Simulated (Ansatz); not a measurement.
# MgO (zincblende): gap against strain (uniaxial along x, other directions held)

MgO built on the zincblende prototype, relaxed with r2SCAN in Ansatz, then strained (uniaxial along x, other directions held; changes of length per length, axes as in the cell below) with the atoms relaxed again within the symmetry that is left. Space group F-43m (No. 216), cubic; conventional cell a = 4.564 Å, 11.88 Å³ an atom. Mg has 4 O at 1.98 Å; O has 4 Mg at 1.98 Å. No spin polarisation. The prototype was imposed, so other structures may be more stable.

```
Mg O
1.0
     0.00000    2.28201    2.28201
     2.28201    0.00000    2.28201
     2.28201    2.28201    0.00000
Mg O
1 1
Direct
  0.00000 0.00000 0.00000
  0.25000 0.25000 0.25000
```

Gaps are the least over each mesh (PBE 10×10×10, r2SCAN 10×10×10, HSE06 6×6×6 when unstrained) and the special points, which keep their unstrained names; stress is the change from the unstrained cell, compression positive.

```csv
strain (%),"gap, PBE (eV)","gap, r2SCAN (eV)","gap, HSE06 (eV)","edges, HSE06","stress along the strain, r2SCAN (GPa)","energy rise, r2SCAN (meV/atom)"
-3.39,3.807,4.497,5.438,Γ,+5.31,6.7
-2.29,3.758,4.443,5.382,Γ,+3.58,3.1
0.0,3.657,4.336,5.268,Γ,0.00,0.0
+2.0,3.529,4.200,5.128,Γ,-3.09,2.3
```

Between zero and the nearest strains the slope of the HSE06 gap against strain is -0.050 eV per percent for negative and -0.070 for positive strain.

The meshes of the hybrids are coarse, so their gaps aren't converged to the digits shown.
